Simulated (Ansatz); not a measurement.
# InAs: how the settings move a single-point run

Question: which choices in the input matter for InAs? The cell is built on a prototype (rocksalt) and needn't be the phase found in nature.

Program: Ansatz 0.2.0. Level of theory: reference: DFT, PBE, plane waves, PAW. These are calculated values, not measurements.

2 further runs of the same task are left out: 2 that didn't finish.

### Step 1. The system as given

It takes space group Fm-3m (No. 225, cubic). The conventional cell has a = 5.683 Å, b = 5.683 Å, c = 5.683 Å, α = 90.00°, β = 90.00°, γ = 90.00°. In (site symmetry m-3m) has 6 As at 2.84 Å as nearest neighbours. As (site symmetry m-3m) has 6 In at 2.84 Å as nearest neighbours.

As a file:

```cif
data_structure
_symmetry_space_group_name_H-M 'Fm-3m'
_symmetry_Int_Tables_number 225
_cell_length_a 5.6829
_cell_length_b 5.6829
_cell_length_c 5.6829
_cell_angle_alpha 90.000
_cell_angle_beta 90.000
_cell_angle_gamma 90.000
_cell_volume 183.53
loop_
_atom_site_label
_atom_site_type_symbol
_atom_site_symmetry_multiplicity
_atom_site_Wyckoff_symbol
_atom_site_fract_x
_atom_site_fract_y
_atom_site_fract_z
_atom_site_occupancy
In1 In 4 a 0.00000 0.00000 0.00000 1
As1 As 4 b 0.50000 0.00000 0.00000 1
```

### Step 2. Baseline

File input.yaml:

```yaml
crystal:
  lattice:
    - [0.0, 2.8414337288, 2.8414337288]
    - [2.8414337288, 0.0, 2.8414337288]
    - [2.8414337288, 2.8414337288, 0.0]
  atoms:
    - { symbol: In, position: [0.0, 0.0, 0.0] }
    - { symbol: As, position: [0.5, 0.5, 0.5] }
kpoints:
  mp_grid: { grid: [6, 6, 6] }
hamiltonian:
  xc: pbe
scf:
  occupations: { method: fermi_dirac, width: 0.02 }
  n_extra_bands: 4
output:
  forces: true
  stress: true
  eigenvalues: true
```

Command:

```console
> ansatz run input.yaml --threads 4 --pin off --max-ram 3686MiB --backend cpu --events-out ev --progress --plain --runs-dir out
```

### Step 3. Changing settings: ecutwfc 200

input.yaml, as its differences from that of step 2:

```diff
@@ -19 +19,3 @@
   eigenvalues: true
+basis:
+  ecutwfc: 200
```

### Step 4. Variant: ecutwfc 350

input.yaml, as its differences from that of step 2:

```diff
@@ -19 +19,3 @@
   eigenvalues: true
+basis:
+  ecutwfc: 350
```

### Step 5. Changed: mixing.ndim 2

input.yaml, as its differences from that of step 2:

```diff
@@ -15,2 +15,4 @@
   n_extra_bands: 4
+  mixing: { ndim: 2 }
+  max_iter: 86
 output:
```

### Step 6. Changing settings: xc_grid 3

input.yaml, as its differences from that of step 2:

```diff
@@ -19 +19,3 @@
   eigenvalues: true
+basis:
+  xc_grid: 3
```

### Step 7. Changing settings: pseudopotentials.kind nc

input.yaml, as its differences from that of step 2:

```diff
@@ -12,2 +12,3 @@
   xc: pbe
+  pseudopotentials: { kind: nc }
 scf:
```

### Step 8. Variant: occupations.width 0.05

input.yaml, as its differences from that of step 2:

```diff
@@ -13,3 +13,3 @@
 scf:
-  occupations: { method: fermi_dirac, width: 0.02 }
+  occupations: { method: fermi_dirac, width: 0.05 }
   n_extra_bands: 4
```

What does the calculation give? Wanted: for each run, ending; energy change; pressure; gap; force.

As calculated:

| run | ending | energy change | pressure (GPa) | gap (eV) | force (eV/Å) | cycles | time |
| --- | --- | --- | --- | --- | --- | --- | --- |
| reference | converged | 0 | 2.5 | 0.00 | 0.00 | 6 | 0.61 s |
| 1: ecutwfc 200 | converged | +6.39 eV/atom | 0.4 | 0.00 | 0.00 | 7 | 0.44 s |
| 2: ecutwfc 350 | converged | +3.2 meV/atom | 2.5 | 0.00 | 0.00 | 6 | 0.56 s |
| 3: mixing.ndim 2 | converged | 0.0 meV/atom | 2.5 | 0.00 | 0.00 | 7 | 0.64 s |
| 4: xc_grid 3 | converged | 0.0 meV/atom | 2.5 | 0.00 | 0.00 | 6 | 0.64 s |
| 5: pseudopotentials.kind nc | converged | not comparable | 2.5 | 0.00 | 0.00 | 7 | 1.3 s |
| 6: occupations.width 0.05 | converged | -1.0 meV/atom (σ→0) | 2.5 | 0.00 | 0.00 | 7 | 0.63 s |

Residual by cycle in the longest SCF loop of each run; runs are numbered as in the table. The quantity is the density residual dr2, in eV.

| cycle | reference | run 1 | run 2 | run 3 | run 4 | run 5 | run 6 |
| --- | --- | --- | --- | --- | --- | --- | --- |
| 1 | 0.00569 | 1.04 | 0.00571 | 0.00569 | 0.00569 | 0.168 | 0.00556 |
| 2 | 3.6e-4 | 0.179 | 3.9e-4 | 0.00117 | 3.6e-4 | 0.0277 | 0.00214 |
| 3 | 3.5e-5 | 0.0128 | 3.8e-5 | 4.1e-5 | 3.5e-5 | 0.00151 | 1.3e-4 |
| 4 | 3.7e-6 | 0.00104 | 3.1e-6 | 4.8e-6 | 3.7e-6 | 1.2e-4 | 1.6e-5 |
| 5 | 3.3e-7 | 2.2e-5 | 3.2e-7 | 8.6e-7 | 3.3e-7 | 3.4e-6 | 1.6e-6 |
| 6 | 5.6e-9 | 5.8e-7 | 7.3e-9 | 1.1e-7 | 5.6e-9 | 1.1e-7 | 1.3e-7 |
| 7 | - | 4.9e-8 | - | 5.1e-8 | - | 1.5e-9 | 2.4e-8 |

Semilocal functionals close small gaps, so the missing gap need not be the real solid's. Runs 1 and 2 ran under the cutoff that the potentials recommend, as the log warns, so basis error is mixed into their values, and swamps them where the cutoff is far short.
